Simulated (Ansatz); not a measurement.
# La2O3 (P321) in Ansatz: further runs

The runs below take La2O3 through single point, with PBE.

All numbers are computed with Ansatz 0.2.0; they aren't measurements. Logs are shortened: lines on timing, memory, paths and dates and some standing lists are left out, and cuts for length are marked.

## (1) The crystal as given

The structure is trigonal, space group P321 (No. 150). Conventional cell: a = 6.370 Å, b = 6.370 Å, c = 3.290 Å, α = 90.00°, β = 90.00°, γ = 120.00°. La (site symmetry 3) is surrounded by 6 O at 2.46 to 2.47 Å. Around O (site symmetry 2) lie 4 La at 2.46 to 2.47 Å.

The cell comes from a database or a generator and needn't be the stable form of this composition.

## (2) Single point, PBE, 21.74 Å³/atom (volume scaled by 0.94)

Contents of input.yaml:

```yaml
crystal:
  lattice:
    - [6.2402306599, 0.0, 0.0]
    - [-3.1201153299, 5.4041982769, 0.0]
    - [0.0, 0.0, 3.222734668]
  atoms:
    - { symbol: La, position: [0.6666666667, 0.3333333333, 0.498103] }
    - { symbol: La, position: [0.3333333333, 0.6666666667, 0.501897] }
    - { symbol: O, position: [0.504607, 0.0, 0.0] }
    - { symbol: O, position: [0.0, 0.504607, 0.0] }
    - { symbol: O, position: [0.495393, 0.495393, 0.0] }
kpoints:
  mp_grid: { grid: [5, 5, 8] }
scf:
  occupations: { method: fermi_dirac, width: 0.05 }
hamiltonian:
  xc: pbe
  pseudopotentials: { kind: all_electron, lapw: { basis_error: 0.001 } }
output:
  forces: true
  stress: true
  eigenvalues: true
```

Potentials or basis: all-electron LAPW, scalar-relativistic.

The run is started by

```console
ansatz run input.yaml --threads 4 --pin off --max-ram 14336MiB --backend cpu --events-out ev --progress --plain --runs-dir out
```

Output:

```text
Warning: RAYON_NUM_THREADS=4 ignored (pool sized by the plan → 4); use --threads N
LAPW: plane waves up to 8.387 Å⁻¹, error target 1.0e-3 eV per atom; small_component_spin mean_spin; O in spheres of 1.115 Å, 6 of its electrons in bands, Dirac shells []; La in spheres of 1.298 Å, 29 of its electrons in bands, Dirac shells [] (how accurate: hamiltonian.pseudopotentials.lapw.basis_error, Limitations)
Engine: ansatz 0.2.0, x86_64-unknown-linux-gnu
Pseudopotentials: kind: all_electron
Pseudopotential: La, LAPW, valence charge 29, lapw/all_electron/scalar/gaussian/La, Koelling and Harmon's equation, gaussian nucleus
Pseudopotential: O, LAPW, valence charge 6, lapw/all_electron/scalar/gaussian/O, Koelling and Harmon's equation, gaussian nucleus
Functional definition: PBE
  parameter kappa = 0.804
  parameter beta = 0.06672455060314922
  exchange = pbe_x(kappa = kappa, mu = beta*pi^2/3)
  correlation = pbe_c(beta = beta)
Crystal: 5 atoms, lattice volume = 108.682 Å³
Basis set: ecut = 267.99330936244235 eV, 1119 PW (Γ), exchange–correlation at level 2
Bands: 46, of which v1, the nominal top of the filled ones, is band 38 counted from 1 (37 counted from 0)
Symmetry: 6 space group operations
Space group: P321 (ITA 150), of the structure as read, at distance tolerance 4.8e-5 Å
k-points: 31 of 200 (time reversal used)
Non-local potential: La, projectors of the file, none
Non-local potential: O, projectors of the file, none
Initial density: superposition of atomic densities (chi_scale 0.1, normalization cell, long waves kept (reshape's long-wave potential 0.01 eV rms))
Initial wavefunctions: plane waves of lowest kinetic energy (no species holds an atomic orbital)
Functional: x = pbe(κ = 0.804, μ = 0.2195149727645171), c = pbe(β = 0.06672455060314922)
iter 1 solved again at ethr=1.54e-2 eV; its pass at ethr=1.00e-1 eV (dr2=1.17e1 eV) is discarded
SCF iter   1: F=—  HF=-468377.480547 eV  |F-HF|=—  |Δ(HF+E_count)|=         —  Δρ=8.01e-2  dr2=1.17e1  ethr=1.54e-2  ⟨swp⟩=2.0  Hψ=10060  notcnv=0
preconditioner: auto → Resta (q_TF=auto, 2.570 Å⁻¹)  ε∞=3.2  [insulator: Δε(μ)=4.247 eV  Ē_g=14.443 eV  σ=0.050 eV  W_gap=1.00  n_scr=32 (ndim 8)  ℏωp=21.4 eV  f_vac=0.191  D(μ)=0.00/eV (n_scr^D=0)  ε∞_Penn≈3.2]
SCF iter   2: F=—  HF=-468372.335083 eV  |F-HF|=—  |Δ(HF+E_count)|=    5.15e0  Δρ=3.09e-2  dr2=2.16e0  ethr=1.54e-2  ⟨swp⟩=3.1  Hψ=4916  notcnv=0
SCF iter   3: F=—  HF=-468370.478991 eV  |F-HF|=—  |Δ(HF+E_count)|=    1.86e0  Δρ=2.67e-2  dr2=1.92e0  ethr=2.85e-3  ⟨swp⟩=3.3  Hψ=5274  notcnv=0
SCF iter   4: F=—  HF=-468370.026152 eV  |F-HF|=—  |Δ(HF+E_count)|=         —  Δρ=7.66e-3  dr2=2.27e-1  ethr=2.52e-3  ⟨swp⟩=3.0  Hψ=4876  notcnv=0
the basis was enlarged: its passes take 838.9 KiB over the memory plan, 4 of 4 planned eigensolver slots
SCF iter   5: F=—  HF=-468369.951037 eV  |F-HF|=—  |Δ(HF+E_count)|=   7.51e-2  Δρ=7.23e-3  dr2=9.67e-2  ethr=2.98e-4  ⟨swp⟩=3.3  Hψ=5025  notcnv=0
SCF iter   6: F=—  HF=-468369.933332 eV  |F-HF|=—  |Δ(HF+E_count)|=   1.77e-2  Δρ=1.78e-3  dr2=1.00e-2  ethr=1.27e-4  ⟨swp⟩=3.0  Hψ=5171  notcnv=0
SCF iter   7: F=—  HF=-468369.937540 eV  |F-HF|=—  |Δ(HF+E_count)|=   4.21e-3  Δρ=1.08e-3  dr2=2.40e-3  ethr=1.32e-5  ⟨swp⟩=3.0  Hψ=4772  notcnv=0
iter 8 solved again at ethr=5.85e-8 eV; its pass at ethr=3.15e-6 eV (dr2=4.45e-5 eV) is discarded
SCF iter   8: F=—  HF=-468369.938446 eV  |F-HF|=—  |Δ(HF+E_count)|=   9.06e-4  Δρ=1.44e-4  dr2=4.45e-5  ethr=5.85e-8  ⟨swp⟩=2.0  Hψ=7821  notcnv=0
SCF iter   9: F=—  HF=-468369.938652 eV  |F-HF|=—  |Δ(HF+E_count)|=   2.06e-4  Δρ=6.05e-5  dr2=6.90e-6  ethr=5.85e-8  ⟨swp⟩=3.0  Hψ=4764  notcnv=0
SCF iter  10: F=-468369.938659 eV  HF=-468369.938658 eV  |F-HF|=1.56e-7  |Δ(HF+E_count)|=   6.47e-6  Δρ=4.00e-6  dr2=1.79e-8  ethr=9.08e-9  ⟨swp⟩=3.0  Hψ=4789  notcnv=0
SCF 1 converged in 10 iterations: F = -468369.938659 eV  dr2 = 1.79e-8
SCF converged after 10 iterations
Free energy (F): -468369.938659 eV
Harris-Foulkes:  -468369.938658 eV  (|F-HF|=1.56e-7)
Internal energy: -468369.938659 eV  (E = F + TS)
E sigma→0 (E₀):  -468369.938659 eV
Entropy (-TS):   -0.000000 eV (-0.000 meV/atom)
Fermi energy:    9.360714 eV
--- Per-component energies (eV) ---
  E_band       = -4959.107375
  E_kinetic    = 499812.965112
  E_xc         = -11805.526510
  E_electrostatic = -956377.377261  (all electrons and nuclei)
  E_smearing   = -0.000000  (= −TS)
  E_closure    = 0.000000  (closes the sum)
  E_atoms      = -468329.423351  (free atoms, spherical and without spin; not in F)
  Σ components = -468369.938659   (vs F -468369.938659, Δ=0.00e0)
  Basis errors (estimates in eV, not in F): energy 4.9e-4 per atom: plane waves 4.4e-4 (2.6e-4 summed), levels above the bands 6.0e-36, relativity 1.1e-7, radial functions 4.6e-5, core shells 4.9e-7; eigenvalues (radial functions only) 4.6e-6; not estimated: angular momenta, meshes, grids; target (lapw.basis_error) 1.0e-3; muffin-tin radii O 1.115 Å, La 1.298 Å
--- Forces (eV/Å), atoms counted from 1 ---
  atom   1  La     0.00000000     0.00000000     0.02455721
  atom   2  La    -0.00000000    -0.00000000    -0.02455721
  atom   3  O     -0.01704127     0.00000000     0.00000000
  atom   4  O      0.00852064    -0.01475817    -0.00000000
  atom   5  O      0.00852064     0.01475817     0.00000000
  max |Σ_I F_I| component: 1.73e-18 eV/Å
--- Stress (GPa, compression-positive) ---
        5.398292       0.000000       0.000000
       -0.000000       5.398292       0.000000
        0.000000       0.000000       8.430095
  P = ⅓ Tr σ = 6.4089 GPa (64.089 kbar)
--- Band table (eV; the first three rows and the last of 31) ---
  k-point 0: bands = ["-248.0605", "-248.0605", "-181.6605", "-181.6605", "-181.6605", "-181.6605", "-181.6326", "-181.6326", "-85.6740", "-85.6740", "-85.6739", "-85.6739", "-85.6600", "-85.6600", "-85.6455", "-85.6455", "-85.6455", "-85.6455", "-21.9086", "-21.6562", "-9.1729", "-9.1729", "-7.3891", "-5.4467", "-5.4467", "-4.5931", "-4.1916", "-3.4910", "-3.4910", "5.2177", "6.2477", "6.2477", "6.4367", "6.4367", "7.5037", "7.5037", "7.6830", "8.0671", "10.0142", "12.0233", "12.5929", "12.5929", "13.4781", "13.4865", "13.4865", "13.4944"]
  k-point 1: bands = ["-248.0605", "-248.0605", "-181.6605", "-181.6605", "-181.6605", "-181.6605", "-181.6326", "-181.6326", "-85.6740", "-85.6740", "-85.6739", "-85.6739", "-85.6599", "-85.6598", "-85.6456", "-85.6456", "-85.6455", "-85.6455", "-21.8500", "-21.6066", "-9.0325", "-9.0325", "-7.8779", "-5.3734", "-5.3732", "-4.7024", "-4.2872", "-3.7714", "-3.7711", "5.8781", "6.3410", "6.3438", "6.5023", "6.5052", "7.1495", "7.1497", "7.6642", "7.7403", "10.4702", "12.2693", "12.7226", "12.7227", "13.4191", "13.4283", "13.4283", "13.4934"]
  k-point 2: bands = ["-248.0605", "-248.0605", "-181.6605", "-181.6605", "-181.6605", "-181.6605", "-181.6326", "-181.6326", "-85.6740", "-85.6740", "-85.6739", "-85.6739", "-85.6595", "-85.6594", "-85.6456", "-85.6456", "-85.6456", "-85.6456", "-21.7032", "-21.4834", "-8.8145", "-8.6309", "-8.6309", "-5.7420", "-5.1880", "-5.1872", "-4.4938", "-4.4930", "-3.7655", "6.1988", "6.2002", "6.5997", "6.6001", "6.8354", "6.8522", "6.8530", "7.2343", "7.8846", "11.4773", "12.7483", "12.9560", "12.9561", "13.1957", "13.2678", "13.3030", "13.3030"]
  k-point 30: bands = ["-248.0605", "-248.0605", "-181.6605", "-181.6605", "-181.6605", "-181.6605", "-181.6326", "-181.6326", "-85.6740", "-85.6739", "-85.6739", "-85.6739", "-85.6589", "-85.6589", "-85.6457", "-85.6457", "-85.6457", "-85.6457", "-21.4097", "-21.3724", "-9.3845", "-9.0422", "-7.6838", "-5.9264", "-5.5205", "-5.2738", "-5.0658", "-4.8141", "-4.4178", "5.5534", "6.3487", "6.4439", "6.5351", "6.6366", "6.8656", "6.9035", "7.7280", "7.8264", "13.0261", "13.0582", "13.0840", "13.0980", "13.1852", "13.2179", "13.3517", "13.4417"]
```

Wall time 34 s (4 threads of AMD EPYC 7R43 (Zen 3), shared host); peak memory 0.62 GiB.

What came out:

```yaml
Free_energy: -468369.9387 eV
Pressure: 6.4 GPa
Largest_force: 0.025 eV/Å
Band_gap_on_the_k_mesh: 1.31 eV, indirect (least direct gap 1.95 eV)
```

Caveat: spin-orbit coupling is left out, which moves the levels of the heavy elements; an odd mesh through Γ misses points on the zone boundary, where band edges often lie.

## (3) Single point, PBE, 22.20 Å³/atom (volume scaled by 0.96)

Changes to input.yaml since step 2:

```diff
@@ -2,5 +2,5 @@
   lattice:
-    - [6.2402306599, 0.0, 0.0]
-    - [-3.1201153299, 5.4041982769, 0.0]
-    - [0.0, 0.0, 3.222734668]
+    - [6.2841773941, 0.0, 0.0]
+    - [-3.142088697, 5.4422572652, 0.0]
+    - [0.0, 0.0, 3.2454307304]
   atoms:
```

Potentials or basis: all-electron LAPW, scalar-relativistic.

The run is started by

```console
ansatz run input.yaml --threads 4 --pin off --max-ram 14336MiB --backend cpu --events-out ev --progress --plain --runs-dir out
```

Run time: 31 s. Hardware: 4 threads of AMD EPYC 7R43 (Zen 3), shared host; peak memory 0.61 GiB.

Results (log left out):

```
Free energy            : -468370.0136 eV
Pressure               : 4.0 GPa
Largest force          : 0.024 eV/Å
Band gap on the k mesh : 1.42 eV, indirect (least direct gap 1.99 eV)
```

Caveat: spin-orbit coupling is left out, which moves the levels of the heavy elements; an odd mesh through Γ misses points on the zone boundary, where band edges often lie.

## (4) Single point, PBE, 22.66 Å³/atom (volume scaled by 0.98)

Changes to input.yaml since step 3:

```diff
@@ -2,5 +2,5 @@
   lattice:
-    - [6.2841773941, 0.0, 0.0]
-    - [-3.142088697, 5.4422572652, 0.0]
-    - [0.0, 0.0, 3.2454307304]
+    - [6.3275179181, 0.0, 0.0]
+    - [-3.163758959, 5.47979126, 0.0]
+    - [0.0, 0.0, 3.2678137186]
   atoms:
```

The run is started by

```console
ansatz run input.yaml --threads 4 --pin off --max-ram 14336MiB --backend cpu --events-out ev --progress --plain --runs-dir out
```

It took 37 s on 4 threads of AMD EPYC 7R43 (Zen 3), shared host; peak memory 0.61 GiB.

It converged, with:

```
Free energy            : -468370.0556 eV
Pressure               : 1.9 GPa
Largest force          : 0.030 eV/Å
Band gap on the k mesh : 1.53 eV, indirect (least direct gap 2.04 eV)
```

Caveat: spin-orbit coupling is left out, which moves the levels of the heavy elements; an odd mesh through Γ misses points on the zone boundary, where band edges often lie.

## (5) Single point, PBE, 23.12 Å³/atom

Changes to input.yaml since step 4:

```diff
@@ -2,5 +2,5 @@
   lattice:
-    - [6.3275179181, 0.0, 0.0]
-    - [-3.163758959, 5.47979126, 0.0]
-    - [0.0, 0.0, 3.2678137186]
+    - [6.3702727145, 0.0, 0.0]
+    - [-3.1851363572, 5.5168179998, 0.0]
+    - [0.0, 0.0, 3.2898942108]
   atoms:
```

The run is started by

```console
ansatz run input.yaml --threads 4 --pin off --max-ram 14336MiB --backend cpu --events-out ev --progress --plain --runs-dir out
```

It took 34 s on 4 threads of AMD EPYC 7R43 (Zen 3), shared host; peak memory 0.6 GiB.

It converged, with:

```yaml
Free_energy: -468370.0682 eV
Pressure: -0.1 GPa
Largest_force: 0.036 eV/Å
Band_gap_on_the_k_mesh: 1.63 eV, indirect (least direct gap 2.07 eV)
```

Caveat: spin-orbit coupling is left out, which moves the levels of the heavy elements; an odd mesh through Γ misses points on the zone boundary, where band edges often lie.

## (6) Single point, PBE, 23.59 Å³/atom (volume scaled by 1.02)

Changes to input.yaml since step 5:

```diff
@@ -2,5 +2,5 @@
   lattice:
-    - [6.3702727145, 0.0, 0.0]
-    - [-3.1851363572, 5.5168179998, 0.0]
-    - [0.0, 0.0, 3.2898942108]
+    - [6.4124611805, 0.0, 0.0]
+    - [-3.2062305902, 5.5533542831, 0.0]
+    - [0.0, 0.0, 3.3116822246]
   atoms:
```

Potentials or basis: all-electron LAPW, scalar-relativistic.

The run is started by

```console
ansatz run input.yaml --threads 4 --pin off --max-ram 14336MiB --backend cpu --events-out ev --progress --plain --runs-dir out
```

Run time: 38 s. Hardware: 4 threads of AMD EPYC 7R43 (Zen 3), shared host; peak memory 0.61 GiB.

It converged, with:

| Quantity | Value |
| --- | --- |
| Free energy | -468370.0542 eV |
| Pressure | -1.8 GPa |
| Largest force | 0.041 eV/Å |
| Band gap on the k mesh | 1.72 eV, indirect (least direct gap 2.11 eV) |

Caveat: spin-orbit coupling is left out, which moves the levels of the heavy elements; an odd mesh through Γ misses points on the zone boundary, where band edges often lie.

## (7) Single point, PBE, 24.05 Å³/atom (volume scaled by 1.04)

Changes to input.yaml since step 6:

```diff
@@ -2,5 +2,5 @@
   lattice:
-    - [6.4124611805, 0.0, 0.0]
-    - [-3.2062305902, 5.5533542831, 0.0]
-    - [0.0, 0.0, 3.3116822246]
+    - [6.4541017056, 0.0, 0.0]
+    - [-3.2270508527, 5.5894160357, 0.0]
+    - [0.0, 0.0, 3.3331872572]
   atoms:
```

The run is started by

```console
ansatz run input.yaml --threads 4 --pin off --max-ram 14336MiB --backend cpu --events-out ev --progress --plain --runs-dir out
```

Run time: 33 s. Hardware: 4 threads of AMD EPYC 7R43 (Zen 3), shared host; peak memory 0.59 GiB.

The run converged. Its results:

- Free energy: -468370.0165 eV
- Pressure: -3.4 GPa
- Largest force: 0.045 eV/Å
- Band gap on the k mesh: 1.80 eV, indirect (least direct gap 2.13 eV)

Caveat: spin-orbit coupling is left out, which moves the levels of the heavy elements; an odd mesh through Γ misses points on the zone boundary, where band edges often lie.

## (8) Single point, PBE, 24.51 Å³/atom (volume scaled by 1.06)

Changes to input.yaml since step 7:

```diff
@@ -2,5 +2,5 @@
   lattice:
-    - [6.4541017056, 0.0, 0.0]
-    - [-3.2270508527, 5.5894160357, 0.0]
-    - [0.0, 0.0, 3.3331872572]
+    - [6.495211742, 0.0, 0.0]
+    - [-3.247605871, 5.6250183716, 0.0]
+    - [0.0, 0.0, 3.3544183217]
   atoms:
```

The run is started by

```console
ansatz run input.yaml --threads 4 --pin off --max-ram 14336MiB --backend cpu --events-out ev --progress --plain --runs-dir out
```

It took 33 s on 4 threads of AMD EPYC 7R43 (Zen 3), shared host; peak memory 0.58 GiB.

Results (log left out):

| Property | Result |
| --- | --- |
| Free energy | -468369.9572 eV |
| Pressure | -4.8 GPa |
| Largest force | 0.050 eV/Å |
| Band gap on the k mesh | 1.87 eV, indirect (least direct gap 2.16 eV) |

Caveat: spin-orbit coupling is left out, which moves the levels of the heavy elements; an odd mesh through Γ misses points on the zone boundary, where band edges often lie.

## (9) For comparison

An earlier run on the cell as given: functional PBE; potentials or basis all-electron LAPW, scalar-relativistic; cutoff 255 eV (chosen from the basis error); basis error allowed 0.001 eV/atom; k mesh 5 × 5 × 8; occupations fermi-dirac, width 0.05 eV; no spin polarisation.

- Pressure: -0.1 GPa
- Largest force: 0.036 eV/Å
- Band gap on the k mesh: 1.63 eV, indirect (least direct gap 2.07 eV)
- Loewdin charges: La +1.00; O -0.63 e
